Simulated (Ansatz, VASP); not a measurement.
One calculation of In3As, two programs

```xyz
4
Lattice="4.5763 0.0000 0.0000 0.0000 4.5763 0.0000 0.0000 0.0000 4.5763" Properties=species:S:1:pos:R:3 pbc="T T T"
In    2.2882    2.2882    0.0000
In    2.2882    0.0000    2.2882
In    0.0000    2.2882    2.2882
As    0.0000    0.0000    0.0000
```

Change from the starting cell: volume scaled by 0.94.

Alike in both runs: task single point; functional PBE; k mesh 6 × 6 × 6; occupations fermi-dirac, width 0.05 eV; no spin polarisation.

```csv
,VASP,Ansatz
version,VASP 6.6.1,Ansatz 0.2.0
potentials or method,"VASP PAW PBE potentials, release 64 (In_d, As)",Ansatz PAW
plane-wave cutoff (eV),520,420
valence electrons in the cell,44,54
```

```tsv
	VASP	Ansatz	Ansatz less VASP
gap on the k mesh at the Fermi level (eV)	none	none	-
pressure (GPa)	3.7	3.7	+0.02
```

A gap of «none» marks a metal or a gap that the smearing closes. The two sets of potentials don't hold the same shells in valence.
